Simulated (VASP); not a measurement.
# Pd (Fm-3m) in VASP: further runs

The runs below take Pd through relaxation of cell and atoms, electrostatic potential, with PBEsol.

All numbers are computed with VASP 6.6.1; they aren't measurements. Logs are shortened: lines on timing, memory, paths and dates and some standing lists are left out, and cuts for length are marked.

**1. The structure**

Symmetry: Fm-3m, No. 225, cubic system. The conventional cell has a = 3.880 Å, b = 3.880 Å, c = 3.880 Å, α = 90.00°, β = 90.00°, γ = 90.00°. Pd (site symmetry m-3m) is surrounded by 12 Pd at 2.74 Å.

The cell was built by a generator and needn't be a form met in nature.

**2. Relaxation of cell and atoms, PBEsol**

File INCAR:

```
ALGO = Fast
EDIFF = 1E-6
EDIFFG = -0.005
ENCUT = 600
GGA = PS
IBRION = 2
ISIF = 3
ISMEAR = 1
LASPH = True
LCHARG = False
LREAL = False
LWAVE = False
NELM = 120
NSW = 40
PREC = Accurate
SIGMA = 0.1
```

File KPOINTS:

```
k-points
0
Gamma
  18 18 18
```

File POSCAR:

```
Pd
1.0
    0.0000000000      1.9400000000      1.9400000000
    1.9400000000      0.0000000000      1.9400000000
    1.9400000000      1.9400000000      0.0000000000
Pd
1
Direct
    0.0000000000      0.0000000000      0.0000000000
```

Potentials or basis: VASP PAW PBE potentials, release 64 (Pd).

Command:

```sh
$ cat potpaw_PBE.64/Pd/POTCAR > POTCAR
$ mpirun -np 1 vasp_std > vasp.out
```

OUTCAR:

```text
EDIFF = 1E-6
   EDIFFG = -0.005
   ENCUT = 600
   GGA = PS
   IBRION = 2
   ISIF = 3
   ISMEAR = 1
   LASPH = True
   LREAL = False
   NELM = 120
   NSW = 40
   PREC = Accurate

 ion  position               nearest neighbor table
   1  0.000  0.000  0.000-

  LATTYP: Found a face centered cubic cell.
 ALAT       =     3.8800000000

  Lattice vectors:

 A1 = (   0.0000000000,   1.9400000000,   1.9400000000)
 A2 = (   1.9400000000,   0.0000000000,   1.9400000000)
 A3 = (   1.9400000000,   1.9400000000,   0.0000000000)

Analysis of symmetry for initial positions (statically):
=====================================================================
 Subroutine PRICEL returns:
 Original cell was already a primitive cell.

 Routine SETGRP: Setting up the symmetry group for a
 face centered cubic supercell.

 Subroutine GETGRP returns: Found 48 space group operations
 (whereof 48 operations were pure point group operations)
 out of a pool of 48 trial point group operations.

The static configuration has the point symmetry O_h .

Analysis of symmetry for dynamics (positions and initial velocities):
=====================================================================
 Subroutine PRICEL returns:
 Original cell was already a primitive cell.

 Routine SETGRP: Setting up the symmetry group for a
 face centered cubic supercell.

 Subroutine GETGRP returns: Found 48 space group operations
 (whereof 48 operations were pure point group operations)
 out of a pool of 48 trial point group operations.

The dynamic configuration has the point symmetry O_h .

 Subroutine INISYM returns: Found 48 space group operations
 (whereof 48 operations are pure point group operations),
 and found     1 'primitive' translations

----------------------------------------------------------------------------------------

                                     Primitive cell

  volume of cell :      14.6028

  direct lattice vectors                    reciprocal lattice vectors
     0.000000000  1.940000000  1.940000000    -0.257731959  0.257731959  0.257731959
     1.940000000  0.000000000  1.940000000     0.257731959 -0.257731959  0.257731959
     1.940000000  1.940000000  0.000000000     0.257731959  0.257731959 -0.257731959

  length of vectors
     2.743574311  2.743574311  2.743574311     0.446404847  0.446404847  0.446404847

  position of ions in fractional coordinates (direct lattice)
     0.000000000  0.000000000  0.000000000

  ion indices of the primitive-cell ions
   primitive index   ion index
                 1           1

----------------------------------------------------------------------------------------

 KPOINTS: k-points

Automatic generation of k-mesh.
 Grid dimensions read from file:
 generate k-points for:   18   18   18

 Generating k-lattice:

  Cartesian coordinates                     Fractional coordinates (reciprocal lattice)
    -0.014318442  0.014318442  0.014318442     0.055555556  0.000000000  0.000000000
     0.014318442 -0.014318442  0.014318442     0.000000000  0.055555556  0.000000000
     0.014318442  0.014318442 -0.014318442     0.000000000  0.000000000  0.055555556

  Length of vectors
     0.024800269  0.024800269  0.024800269

  Shift w.r.t. Gamma in fractional coordinates (k-lattice)
     0.000000000  0.000000000  0.000000000

 Subroutine IBZKPT returns following result:
 ===========================================

 Found    195 irreducible k-points:

 Following reciprocal coordinates:
            Coordinates               Weight
  0.000000  0.000000  0.000000      1.000000
  0.055556  0.000000  0.000000      8.000000
  0.111111  0.000000  0.000000      8.000000
  0.166667  0.000000  0.000000      8.000000
  0.222222  0.000000  0.000000      8.000000
  0.277778  0.000000  0.000000      8.000000
[... 16 lines left out ...]
 -0.277778  0.055556  0.000000     24.000000
 -0.222222  0.055556  0.000000     24.000000
 [... further k-points ...]
   k-points           NKPTS =    195   k-points in BZ     NKDIM =    195   number of bands    NBANDS=      9
   number of dos      NEDOS =    301   number of ions     NIONS =      1
   total plane-waves  NPLWV =  13824
   dimension x,y,z NGX =    24 NGY =   24 NGZ =   24
   dimension x,y,z NGXF=    48 NGYF=   48 NGZF=   48
   ions per type =               1
   NGX,Y,Z   is equivalent  to a cutoff of  14.54, 14.54, 14.54 a.u.
   NGXF,Y,Z  is equivalent  to a cutoff of  29.09, 29.09, 29.09 a.u.
 SYSTEM =  unknown system
   PREC   = accura    normal or accurate (medium, high low for compatibility)
   ISTART =      0    job   : 0-new  1-cont  2-samecut
   ICHARG =      2    charge: 1-file 2-atom 10-const
   ISPIN  =      1    spin polarized calculation?
   LNONCOLLINEAR =      F non collinear calculations
   LSORBIT =      F    spin-orbit coupling
   LASPH  =      T    aspherical Exc in radial PAW
   ENCUT  =  600.0 eV  44.10 Ry    6.64 a.u.   5.48  5.48  5.48*2*pi/ulx,y,z
   NELM   =    120;   NELMIN=  2; NELMDL= -5     # of ELM steps
   EDIFF  = 0.1E-05   stopping-criterion for ELM
   LREAL  =      F    real-space projection
   EDIFFG = -.5E-02   stopping-criterion for IOM
   NSW    =     40    number of steps for IOM
   IBRION =      2    ionic relax: 0-MD 1-quasi-New 2-CG
   NFREE  =      1    steps in history (QN), initial steepest desc. (CG)
   ISIF   =      3    stress and relaxation
   ISYM   =      2    0-nonsym 1-usesym 2-fastsym
   POTIM  = 0.5000    time-step for ionic-motion
   TEBEG  =    0.0;   TEEND  =   0.0 temperature during run
   PSTRESS=    0.0 pullay stress
   NELECT =      10.0000    total number of electrons
   NUPDOWN=      -1.0000    fix difference up-down
   EMIN   =  10.00;   EMAX   =-10.00  energy-range for DOS
   EFERMI =   0.00;   METHOD = LEGACY
   ISMEAR =     1;   SIGMA  =   0.10  broadening in eV -4-tet -1-fermi 0-gaus
   EFERMI_NEDOS =   21; number of points for ismear=-14 and -15
   IALGO  =     68    algorithm
   IMIX   =      4    mixing-type and parameters
     AMIX     =   0.40;   BMIX     =  1.00
     AMIX_MAG =   1.60;   BMIX_MAG =  1.00
  volume/ion in A,a.u.               =      14.60        98.54
  Fermi-wavevector in a.u.,A,eV,Ry     =   1.442989  2.726854 28.330296  2.082218
  Thomas-Fermi vector in A             =   2.561447
   LORBIT       =      0    0 simple, 1 ext, 2 COOP (PROOUT), +10 PAW based schemes
   GGA     = PS    functional components
   LHFCALC =     F    Hartree Fock is set to
   AEXX    =    0.0000 exact exchange contribution
   IVDW    =     0    specifies the selected vdW correction
   LEPSILON=     F    determine dielectric tensor
   LRPA    =     F    only Hartree local field effects (RPA)
 conjugate gradient relaxation of ions
 non-spin polarized calculation
 RMM-DIIS sequential band-by-band and
 Methfessel and Paxton  Order N= 1 SIGMA  =   0.10
  energy-cutoff  :      600.00
  volume of cell :       14.60
 maximum number of plane-waves:       531
 NGX is ok and might be reduce to    24
   NGX = 11   NGY = 11   NGZ = 11

--------------------------------------- Ionic step        1  -------------------------------------------

 number of electron      10.0000000 magnetization

 Free energy of the ion-electron system (eV)
  ---------------------------------------------------
  ext. energy  EPLUGINS =         0.00000000
  ---------------------------------------------------
  free energy    TOTEN  =        -5.96382609 eV

  energy without entropy =       -5.96275678  energy(sigma->0) =       -5.96346966

------------------------ aborting loop because EDIFF is reached ----------------------------------------

  FORCE on cell =-STRESS in cart. coord.  units (eV):
  Direction    XX          YY          ZZ          XY          YZ          ZX
  --------------------------------------------------------------------------------------
  -------------------------------------------------------------------------------------
  Total       -0.1155869     -0.1155869     -0.1155869      0.0000000      0.0000000      0.0000000
  in kB      -12.6818869    -12.6818869    -12.6818869      0.0000000      0.0000000      0.0000000
  external PRESSURE =     -12.6818869 kB  Pullay stress =       0.0000000 kB

 VOLUME and BASIS-vectors are now :
 -----------------------------------------------------------------------------
  energy-cutoff  :      600.00
  volume of cell :       14.60
      direct lattice vectors                 reciprocal lattice vectors
     0.000000000  1.940000000  1.940000000    -0.257731959  0.257731959  0.257731959
     1.940000000  0.000000000  1.940000000     0.257731959 -0.257731959  0.257731959
     1.940000000  1.940000000  0.000000000     0.257731959  0.257731959 -0.257731959

 POSITION                                       TOTAL-FORCE (eV/Angst)
 -----------------------------------------------------------------------------------
      0.00000      0.00000      0.00000         0.000000     -0.000000      0.000000
 -----------------------------------------------------------------------------------
    total drift:                               -0.000000      0.000000      0.000000

  FREE ENERGIE OF THE ION-ELECTRON SYSTEM (eV)
  ---------------------------------------------------
  free  energy   TOTEN  =        -5.9638260947 eV

  energy  without entropy=       -5.9627567800  energy(sigma->0) =       -5.96346966

--------------------------------------- Ionic step        2  -------------------------------------------

 number of electron      10.0000001 magnetization

 E-fermi :  10.0791     XC(G=0): -13.5475

 val. band max:       10.0707936720   @ k =   0.5000   0.0556   0.0000
 cond. band min:      10.0808414161   @ k =   0.5000   0.4444   0.0000
 fundamental gap:      0.0100477441
 Fermi energy:        10.0791075442

 k-point     1 :       0.0000    0.0000    0.0000
  band No.  band energies     occupation
      1       2.6296      2.00000
      2       7.1004      2.00000
      3       7.1004      2.00000
      4       7.1004      2.00000
      5       8.8075      2.00000
      6       8.8075      2.00000
      7      27.2160      0.00000
      8      32.1416      0.00000
      9      32.1416      0.00000

 k-point     2 :       0.0556    0.0000    0.0000
  band No.  band energies     occupation
      1       2.7448      2.00000
      2       7.0575      2.00000
      3       7.1414      2.00000
      4       7.1414      2.00000
      5       8.7871      2.00000
      6       8.7871      2.00000
      7      27.3466      0.00000
      8      31.3793      0.00000
      9      32.2801      0.00000
[... 286 lines left out ...]
 POSITION                                       TOTAL-FORCE (eV/Angst)
 -----------------------------------------------------------------------------------
      1.92918      3.85836      1.92918        -0.000000     -0.000000     -0.000000
 -----------------------------------------------------------------------------------
    total drift:                               -0.000000     -0.000000      0.000000

  FREE ENERGIE OF THE ION-ELECTRON SYSTEM (eV)
  ---------------------------------------------------
  free  energy   TOTEN  =        -5.9631182105 eV

  energy  without entropy=       -5.9620680841  energy(sigma->0) =       -5.96276817

--------------------------------------- Ionic step        3  -------------------------------------------

 number of electron      10.0000000 magnetization

 Free energy of the ion-electron system (eV)
  ---------------------------------------------------
  ext. energy  EPLUGINS =         0.00000000
  ---------------------------------------------------
  free energy    TOTEN  =        -5.96417895 eV

  energy without entropy =       -5.96311470  energy(sigma->0) =       -5.96382420

 E-fermi :   9.8888     XC(G=0): -13.4793

 val. band max:        9.8800988580   @ k =   0.5000   0.0556   0.0000
 cond. band min:       9.8918331983   @ k =   0.5000   0.4444   0.0000
 fundamental gap:      0.0117343404
 Fermi energy:         9.8887917183

 k-point     1 :       0.0000    0.0000    0.0000
  band No.  band energies     occupation
      1       2.5276      2.00000
      2       6.9625      2.00000
      3       6.9625      2.00000
      4       6.9625      2.00000
      5       8.6397      2.00000
      6       8.6397      2.00000
      7      27.0250      0.00000
      8      31.8880      0.00000
      9      31.8880      0.00000

 k-point     2 :       0.0556    0.0000    0.0000
  band No.  band energies     occupation
      1       2.6417      2.00000
      2       6.9206      2.00000
      3       7.0029      2.00000
      4       7.0029      2.00000
      5       8.6197      2.00000
      6       8.6197      2.00000
      7      27.1518      0.00000
      8      31.1259      0.00000
      9      32.0228      0.00000
[... 286 lines left out ...]
 POSITION                                       TOTAL-FORCE (eV/Angst)
 -----------------------------------------------------------------------------------
      0.00000      0.00000      0.00000         0.000000      0.000000     -0.000000
 -----------------------------------------------------------------------------------
    total drift:                               -0.000000     -0.000000      0.000000

  FREE ENERGIE OF THE ION-ELECTRON SYSTEM (eV)
  ---------------------------------------------------
  free  energy   TOTEN  =        -5.9641789544 eV

  energy  without entropy=       -5.9631146967  energy(sigma->0) =       -5.96382420

 reached required accuracy - stopping structural energy minimisation
```

Run time: 20 s. Hardware: 1 thread of Intel Xeon 6975P-C (Granite Rapids), shared host; peak memory 0.17 GiB.

Results:

- Free energy: -5.9642 eV
- Relaxed volume: 14.52 Å³/atom
- Relaxed cell: a = 2.738 Å, b = 2.738 Å, c = 2.738 Å, α = 60.00°, β = 60.00°, γ = 60.00°
- Space group after relaxing (to 0.05 Å): Fm-3m (No. 225)
- Energy gained by relaxing: 0.4 meV/atom
- Ionic steps: 3
- Pressure after relaxing: 0.1 GPa
- Band gap on the k mesh: none (metal or under the smearing width)

Step by step:
| step | energy change (eV) | largest force (eV/Å) | pressure (GPa) | volume (Å³) |
| --- | --- | --- | --- | --- |
| 1 | 0.0000 | 0.0000 | -1.27 | 14.60 |
| 2 | 0.0007 | 0.0000 | 2.10 | 14.36 |
| 3 | -0.0004 | 0.0000 | 0.05 | 14.52 |

Final structure:
```
Pd
1.0
     0.00000    1.93618    1.93618
     1.93618    0.00000    1.93618
     1.93618    1.93618    0.00000
Pd
1
Direct
  0.00000 0.00000 0.00000
```

Caveat: the PAW data sets were made with another functional, which shifts forces and pressure a little.

(Continued in part 2 of 2.)
